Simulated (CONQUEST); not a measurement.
## Ag under changes of volume

One of the cells (16.707 Å³/atom); the others are scaled copies at fixed shape and fractional positions:

```
CELL_PARAMETERS angstrom
2.86950 0.00000 0.00000
0.00000 2.86950 0.00000
0.00000 0.00000 4.05808
ATOMIC_POSITIONS crystal
Ag 0.00000 0.00000 0.00000
Ag 0.50000 0.50000 0.50000
```

```yaml
Program: CONQUEST 1.3
Functional: PBE
Potentials_or_basis: PseudoDojo NC PBE, DZ, grid of 32 × 32 × 40 points
k_mesh: 9 × 9 × 7
Occupations: fermi-dirac, width 0.05 eV
Spin: no spin polarisation
```

| volume (Å³/atom) | energy over the lowest point (meV/atom) | pressure (GPa) |
| --- | --- | --- |
| 16.025 | 60.09 | 12.6 |
| 16.366 | ? | ? |
| 16.707 | 19.61 | 7.0 |
| 17.048 | 7.34 | 4.4 |
| 17.389 | 0.00 | 2.6 |

**Question.** What does the run at 16.366 Å³/atom give?

**Answer.** Energy over the lowest point 36.87 meV/atom; pressure 9.4 GPa.

Worked out: A Birch-Murnaghan fit of order 2 (a polynomial in V^(-2/3)) to the other rows has its minimum at 17.83 Å³/atom, just outside them, with B0 = V·E''(V) = 93 GPa. It gives 36.95 meV/atom at 16.366 Å³/atom, against the run's 36.87, and -dE/dV = 9.5 GPa, against 9.4.

Energies are extrapolated to zero smearing.

Caveats: the atomic basis is small; the basis of atomic orbitals isn't converged, which shifts pressures, moduli and gaps; the real-space grid breaks the cell's symmetry a little.
